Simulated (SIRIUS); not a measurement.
# SiO2 in SIRIUS: the effect of functional

Crystal: SiO2.

```
Si O
1.0
    -4.47204    4.47204    2.61177
     4.47204   -4.47204    2.61177
     4.47204    4.47204   -2.61177
Si O
4 8
Direct
  0.82311 0.82311 0.64622
  0.17689 0.82311 0.00000
  0.82311 0.17689 0.00000
  0.17689 0.17689 0.35378
  0.00000 0.79145 0.79145
  0.20855 0.00000 0.20855
  0.79145 0.00000 0.79145
  0.00000 0.20855 0.20855
  0.00000 0.00000 0.50000
  0.50000 0.00000 0.00000
  0.00000 0.50000 0.00000
  0.50000 0.50000 0.50000
```

The cell comes from a database or a generator and needn't be the stable form of this composition.

Alike in all runs:

```yaml
Program: SIRIUS 7.12.0
Task: single point
Potentials_or_basis: PseudoDojo 0.4.1 PBE standard (scalar relativistic)
Cutoff: 1152 eV
Density_cutoff: 4606 eV
k_mesh: 3 × 3 × 3
Occupations: fermi-dirac, width 0.05 eV
Spin: no spin polarisation
```

```csv
functional,gap on the mesh (eV),pressure (GPa),largest force (eV/Å)
LDA,5.25,1.7,0.12
PBE,5.50,3.3,0.19
PBEsol,5.54,2.3,0.15
RPBE,5.55,4.0,0.22
revPBE,5.70,3.9,0.21
BLYP,5.49,5.4,0.24
PW91,5.51,3.2,0.18
AM05,5.69,2.5,0.16
EV93PW91,?,?,?
LDA-PZ,5.25,1.8,0.13
LDA-VWN,5.26,1.6,0.12
```

Question: What does the run with functional EV93PW91 give?

Answer: gap on the mesh 5.48 eV; pressure 6.6 GPa; largest force 0.32 eV/Å.

Caveats: all runs use coarse meshes; the potentials were made for another functional, which shifts forces and pressure (some runs); the potentials were made for a functional far from this one (some runs).

